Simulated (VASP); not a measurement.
# In3As (Pm-3m) in VASP: a series of runs, part 3 of 3

VASP 6.6.1. The steps go on from the part before.

## Step 12: Single point, PBE (atoms moved at random, drawn with an rms of 0.05 Å)

INCAR

```
SYSTEM = In3As
PREC     = Accurate       ! precision mode
ENCUT    = 520            ! plane-wave cutoff, eV
EDIFF    = 1E-7           ! SCF threshold, eV
ISMEAR   = -1             ! smearing method
SIGMA    = 0.05           ! smearing width, eV
LREAL    = .FALSE.        ! projectors in reciprocal space
LASPH    = .TRUE.         ! aspherical terms in the spheres
NELM     = 100            ! most SCF steps
ALGO     = Normal         ! electronic algorithm
ISIF     = 2              ! what is computed and relaxed
LWAVE    = .FALSE.        ! write WAVECAR
LCHARG   = .FALSE.        ! write CHGCAR
GGA      = PE             ! functional
NBANDS   = 30             ! bands
```

KPOINTS

```
Automatic mesh
0
G
  6 6 6
  0 0 0
```

POSCAR

```
In3As
1.0
    4.6716810000      0.0000000000      0.0000000000
    0.0000000000      4.6716810000      0.0000000000
    0.0000000000      0.0000000000      4.6716810000
In As
3 1
Direct
    0.5028690000      0.4979900000     -0.0089040000
    0.4937360000     -0.0117320000      0.4955530000
   -0.0097910000      0.4974800000      0.5102530000
   -0.0010710000      0.0083410000     -0.0029350000
```

Potentials or basis: VASP PAW PBE potentials, release 64 (In_d, As).

Command:

```sh
cat potpaw_PBE.64/In_d/POTCAR potpaw_PBE.64/As/POTCAR > POTCAR
mpirun -np 1 vasp_std > vasp.out
```

Run time: 4.7 min. Hardware: 1 thread of Intel Xeon Platinum 8375C at 2.90GHz (Ice Lake), shared host; peak memory 0.4 GiB.

The run converged. Its results:

```yaml
Free_energy: -12.0469 eV
Pressure: 0.6 GPa
Largest_force: 0.198 eV/Å
Band_gap_on_the_k_mesh: none (metal or under the smearing width)
```

Forces in eV/Å, atoms in the order of the input:
```
In  -0.078 -0.074  0.166
In  -0.052  0.075 -0.076
In   0.095 -0.071 -0.112
As   0.034  0.071  0.022
```

Stress tensor (GPa, compression positive):
```
 0.65 -0.03 -0.06
-0.03  0.60 -0.04
-0.06 -0.04  0.65
```

Levels at points of the mesh, in eV from the Fermi level:
| k point | band 18 | band 19 | band 20 | band 21 | band 22 | band 23 | band 24 | band 25 | band 26 | band 27 |
| --- | --- | --- | --- | --- | --- | --- | --- | --- | --- | --- |
| (0.00, 0.00, 0.00) | -2.86 | -2.82 | -2.82 | -1.85 | -1.83 | 2.11 | 2.11 | 2.12 | 4.59 | 4.60 |
| (0.50, 0.00, 0.00) | -4.31 | -1.56 | -1.54 | -1.17 | -0.16 | -0.01 | 0.20 | 1.51 | 4.71 | 4.71 |
| (0.00, 0.50, 0.00) | -4.30 | -1.55 | -1.55 | -1.17 | -0.03 | -0.01 | 0.06 | 1.52 | 4.72 | 4.73 |
| (0.00, 0.00, 0.50) | -4.31 | -1.57 | -1.56 | -1.17 | -0.16 | 0.00 | 0.22 | 1.52 | 4.69 | 4.71 |
| (0.50, 0.50, 0.00) | -5.86 | -5.73 | -0.75 | -0.32 | 0.47 | 0.48 | 1.76 | 1.93 | 1.99 | 2.25 |
| (0.00, 0.50, 0.50) | -5.86 | -5.66 | -0.73 | -0.34 | 0.47 | 0.48 | 1.77 | 1.87 | 1.99 | 2.29 |
| (0.50, 0.00, 0.50) | -5.86 | -5.73 | -0.76 | -0.33 | 0.48 | 0.49 | 1.77 | 1.95 | 1.99 | 2.19 |
| (0.50, 0.50, 0.50) | -4.19 | -4.18 | -3.91 | -3.90 | -3.82 | -3.30 | 4.74 | 4.74 | 4.75 | 8.79 |

## Step 13: Equation of state, PBE, 23.96 Å³/atom (volume scaled by 0.94)

INCAR is that of step 12.

KPOINTS is that of step 12.

POSCAR

```
In3As
1.0
    4.5763138120      0.0000000000      0.0000000000
    0.0000000000      4.5763138120      0.0000000000
    0.0000000000      0.0000000000      4.5763138120
In As
3 1
Direct
    0.5000000000      0.5000000000      0.0000000000
    0.5000000000      0.0000000000      0.5000000000
    0.0000000000      0.5000000000      0.5000000000
    0.0000000000      0.0000000000      0.0000000000
```

Command:

```sh
cat potpaw_PBE.64/In_d/POTCAR potpaw_PBE.64/As/POTCAR > POTCAR
mpirun -np 1 vasp_std > vasp.out
```

It took 62 s on 1 thread of Intel Xeon Platinum 8375C at 2.90GHz (Ice Lake), shared host; peak memory 0.22 GiB.

The run converged. Its results:

- Free energy: -11.9735 eV
- Pressure: 3.7 GPa
- Band gap on the k mesh: none (metal or under the smearing width)

## Step 14: Equation of state, PBE, 24.47 Å³/atom (volume scaled by 0.96)

INCAR

```
SYSTEM = In3As
  PREC = Accurate
  ENCUT = 520
  EDIFF = 1E-7
  ISMEAR = -1
  SIGMA = 0.05
  LREAL = .False.
  LASPH = .True.
  NELM = 60
  ALGO = Normal
  ISIF = 2
  LWAVE = .False.
  LCHARG = .False.
  GGA = PE
  NBANDS = 30
```

KPOINTS

```
Automatic mesh
0
Gamma
  6 6 6
  0 0 0
```

POSCAR

```
In3As
1.0
    4.6085424358      0.0000000000      0.0000000000
    0.0000000000      4.6085424358      0.0000000000
    0.0000000000      0.0000000000      4.6085424358
In As
3 1
Direct
    0.5000000000      0.5000000000      0.0000000000
    0.5000000000      0.0000000000      0.5000000000
    0.0000000000      0.5000000000      0.5000000000
    0.0000000000      0.0000000000      0.0000000000
```

Command:

```sh
cat potpaw_PBE.64/In_d/POTCAR potpaw_PBE.64/As/POTCAR > POTCAR
mpirun -np 1 vasp_std > vasp.out
```

Run time: 52 s. Hardware: 1 thread of Intel Xeon Platinum 8375C at 2.90GHz (Ice Lake), shared host; peak memory 0.22 GiB.

Results (log left out):

| Quantity | Value |
| --- | --- |
| Free energy | -12.0136 eV |
| Pressure | 2.5 GPa |
| Band gap on the k mesh | none (metal or under the smearing width) |

## Step 15: Equation of state, PBE, 24.98 Å³/atom (volume scaled by 0.98)

INCAR

```
PREC = Accurate ; ENCUT = 520
EDIFF = 1E-7 ; ISMEAR = -1
SIGMA = 0.05 ; LREAL = F
LASPH = T ; NELM = 60
ALGO = Normal ; ISIF = 2
LWAVE = F ; LCHARG = F
GGA = PE ; NBANDS = 30
```

KPOINTS

```
Automatic mesh
0
Gamma
  6 6 6
```

POSCAR

```
In3As
1.0
    4.6403264915      0.0000000000      0.0000000000
    0.0000000000      4.6403264915      0.0000000000
    0.0000000000      0.0000000000      4.6403264915
In As
3 1
Direct
    0.5000000000      0.5000000000      0.0000000000
    0.5000000000      0.0000000000      0.5000000000
    0.0000000000      0.5000000000      0.5000000000
    0.0000000000      0.0000000000      0.0000000000
```

Potentials or basis: VASP PAW PBE potentials, release 64 (In_d, As).

Command:

```sh
cat potpaw_PBE.64/In_d/POTCAR potpaw_PBE.64/As/POTCAR > POTCAR
mpirun -np 1 vasp_std > vasp.out
```

Run time: 58 s. Hardware: 1 thread of Intel Xeon Platinum 8375C at 2.90GHz (Ice Lake), shared host; peak memory 0.22 GiB.

Results (log left out):

| Item | Value |
| --- | --- |
| Free energy | -12.0398 eV |
| Pressure | 1.5 GPa |
| Band gap on the k mesh | none (metal or under the smearing width) |

## Step 16: Equation of state, PBE, 26.00 Å³/atom (volume scaled by 1.02)

INCAR

```
SYSTEM = In3As
  PREC = Accurate
  ENCUT = 520
  EDIFF = 1E-7
  ISMEAR = -1
  SIGMA = 0.05
  LREAL = .False.
  LASPH = .True.
  NELM = 60
  ALGO = Normal
  ISIF = 2
  LWAVE = .False.
  LCHARG = .False.
  GGA = PE
  NBANDS = 30
```

KPOINTS

```
Automatic mesh
0
Gamma
  6 6 6
  0 0 0
```

POSCAR

```
In3As
1.0
    4.7026201864      0.0000000000      0.0000000000
    0.0000000000      4.7026201864      0.0000000000
    0.0000000000      0.0000000000      4.7026201864
In As
3 1
Direct
    0.5000000000      0.5000000000      0.0000000000
    0.5000000000      0.0000000000      0.5000000000
    0.0000000000      0.5000000000      0.5000000000
    0.0000000000      0.0000000000      0.0000000000
```

Command:

```sh
cat potpaw_PBE.64/In_d/POTCAR potpaw_PBE.64/As/POTCAR > POTCAR
mpirun -np 1 vasp_std > vasp.out
```

Run time: 56 s. Hardware: 1 thread of Intel Xeon Platinum 8375C at 2.90GHz (Ice Lake), shared host; peak memory 0.22 GiB.

The run converged. Its results:

```yaml
Free_energy: -12.0565 eV
Pressure: -0.2 GPa
Band_gap_on_the_k_mesh: none (metal or under the smearing width)
```

## Step 17: Equation of state, PBE, 26.51 Å³/atom (volume scaled by 1.04)

INCAR

```
PREC = Accurate
ENCUT = 520
EDIFF = 1E-7
ISMEAR = -1
SIGMA = 0.05
LREAL = False
LASPH = True
NELM = 60
ALGO = Normal
ISIF = 2
LWAVE = False
LCHARG = False
GGA = PE
NBANDS = 30
```

KPOINTS

```
Automatic mesh
0
Gamma
  6 6 6
```

POSCAR

```
In3As
1.0
    4.7331575368      0.0000000000      0.0000000000
    0.0000000000      4.7331575368      0.0000000000
    0.0000000000      0.0000000000      4.7331575368
In As
3 1
Direct
    0.5000000000      0.5000000000      0.0000000000
    0.5000000000      0.0000000000      0.5000000000
    0.0000000000      0.5000000000      0.5000000000
    0.0000000000      0.0000000000      0.0000000000
```

Command:

```sh
cat potpaw_PBE.64/In_d/POTCAR potpaw_PBE.64/As/POTCAR > POTCAR
mpirun -np 1 vasp_std > vasp.out
```

Wall time 58 s (1 thread of Intel Xeon Platinum 8375C at 2.90GHz (Ice Lake), shared host); peak memory 0.22 GiB.

The run converged. Its results:

```
Free energy            : -12.0494 eV
Pressure               : -1.0 GPa
Band gap on the k mesh : none (metal or under the smearing width)
```

## Step 18: Equation of state, PBE, 27.02 Å³/atom (volume scaled by 1.06)

INCAR

```
SYSTEM = In3As
ALGO = Normal
EDIFF = 1E-7
ENCUT = 520
GGA = PE
ISIF = 2
ISMEAR = -1
LASPH = .TRUE.
LCHARG = .FALSE.
LREAL = .FALSE.
LWAVE = .FALSE.
NBANDS = 30
NELM = 80
PREC = Accurate
SIGMA = 0.05
```

KPOINTS

```
k-points
0
G
  6 6 6
  0 0 0
```

POSCAR

```
In3As
1.0
    4.7633058499      0.0000000000      0.0000000000
    0.0000000000      4.7633058499      0.0000000000
    0.0000000000      0.0000000000      4.7633058499
In As
3 1
Direct
    0.5000000000      0.5000000000      0.0000000000
    0.5000000000      0.0000000000      0.5000000000
    0.0000000000      0.5000000000      0.5000000000
    0.0000000000      0.0000000000      0.0000000000
```

Potentials or basis: VASP PAW PBE potentials, release 64 (In_d, As).

Command:

```sh
cat potpaw_PBE.64/In_d/POTCAR potpaw_PBE.64/As/POTCAR > POTCAR
mpirun -np 1 vasp_std > vasp.out
```

Wall time 56 s (1 thread of Intel Xeon Platinum 8375C at 2.90GHz (Ice Lake), shared host); peak memory 0.22 GiB.

It converged, with:

| Item | Value |
| --- | --- |
| Free energy | -12.0335 eV |
| Pressure | -1.6 GPa |
| Band gap on the k mesh | none (metal or under the smearing width) |

## Step 19: Equation of state, PBE

Potentials or basis: VASP PAW PBE potentials, release 64 (In_d, As).

This step only gathers the single runs of the series.

What came out:

- Equilibrium volume: 25.88 Å³/atom
- Bulk modulus: 40 GPa
- Pressure derivative of the bulk modulus: 4.7

Energy against volume, from the lowest point:
| volume (Å³/atom) | energy (meV/atom) |
| --- | --- |
| 23.960 | 20.74 |
| 24.470 | 10.72 |
| 24.980 | 4.17 |
| 25.489 | 0.70 |
| 25.999 | 0.00 |
| 26.509 | 1.76 |
| 27.019 | 5.75 |

## Step 20: Summary

| task | level | cell | ladder | gap on the mesh (eV) | pressure (GPa) | V0 of scaled cells (Å³/atom) | B0 (GPa) | largest force (eV/Å) |
| --- | --- | --- | --- | --- | --- | --- | --- | --- |
| single point | PBEsol | as given | free | none | -2.4 | - | - | - |
| single point | PBEsol | atoms moved at random, drawn with an rms of 0.05 Å | free | none | -2.3 | - | - | 0.18 |
| equation of state | PBEsol | as given | free | - | - | 24.16 | 49 | - |
| single point | PBE | as given | - | none | 0.6 | - | - | - |
| single point | PBE | atoms moved at random, drawn with an rms of 0.05 Å | - | none | 0.6 | - | - | 0.20 |
| equation of state | PBE | as given | - | - | - | 25.88 | 40 | - |

Alike in all rows: potentials or basis VASP PAW PBE potentials, release 64 (In_d, As); no spin polarisation; k mesh 6 × 6 × 6; cutoff (eV) 520; smearing fermi-dirac 0.05 eV.

Caveats: the PAW data sets were made with another functional, which shifts forces and pressure a little (some runs).

Absolute energies hang on the potentials; compare differences alone.
